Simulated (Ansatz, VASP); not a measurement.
Two plane-wave programs on PbO2

```
Pb O
1.0
     0.00000    2.70038    2.70038
     2.70038    0.00000    2.70038
     2.70038    2.70038    0.00000
Pb O
1 2
Direct
  0.00000 0.00000 0.00000
  0.25000 0.25000 0.25000
  0.75000 0.75000 0.75000
```

Alike in both runs: functional PBE; k mesh 6 × 6 × 6; occupations gaussian, width 0.1 eV; no spin polarisation.

Ansatz relaxed the structure, and its values are those at the end. VASP's run is a single point on that final structure, the one shown.

```csv
,VASP,Ansatz
version,VASP 6.6.1,Ansatz 0.2.0
potentials or method,"VASP PAW PBE potentials, release 64 (Pb_d, O)","scalar-relativistic, plane waves, PAW"
plane-wave cutoff (eV),520,420
valence electrons in the cell,26,26
```

Ansatz gave:

```
gap on the k mesh at the Fermi level (eV) : none
pressure (GPa)                            : 0.3
```

**Question.** Which values does VASP return?

**Answer.** gap on the k mesh at the Fermi level (eV): none; pressure (GPa): 0.5.

A gap of «none» marks a metal or a gap that the smearing closes. The functional is the same, so the differences come from potentials, cutoffs and numerics.

The runs have no spin-orbit coupling, so splittings on Pb are missing.
